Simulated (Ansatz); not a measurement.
Crystal: HgSe.

```
Hg Se
1.0
     0.00000    3.03900    3.03900
     3.03900    0.00000    3.03900
     3.03900    3.03900    0.00000
Hg Se
1 1
Direct
  0.00000 0.00000 0.00000
  0.75000 0.75000 0.75000
```

Program: Ansatz 0.2.0. Alike in all runs: potentials or basis Ansatz PAW; cell as given; cutoff (eV) 420.

**Question.** Order these runs on this cell by their pressure, lowest first.
A. level LDA; spin SOC, no magnetisation; k mesh 6 × 6 × 6; smearing fermi-dirac 0.05 eV; points for each segment of the path 14; mesh quality not flagged
B. level BLYP; spin off; k mesh 8 × 8 × 8; smearing fermi-dirac 0.05 eV; points for each segment of the path 14; mesh quality not flagged
C. level PBEsol; spin SOC, no magnetisation; k mesh 6 × 6 × 6; smearing fermi-dirac 0.05 eV; points for each segment of the path 14; mesh quality not flagged
D. level HSE06; spin SOC, no magnetisation; k mesh 4 × 4 × 4; smearing fermi-dirac 0.05 eV; mesh quality coarse
E. level PBE; spin off; k mesh 8 × 8 × 8; smearing gaussian 0.022 eV; mesh quality not flagged

**Answer.** A (-1.0 GPa), C (0.9 GPa), D (2.6 GPa), E (4.7 GPa), B (8.4 GPa).

Caveats: some runs use coarse meshes; the PAW data sets come from PBE, with cores solved anew for the run's functional, which leaves a small shift of forces and pressure (some runs); the thresholds are loose for stress (some runs).
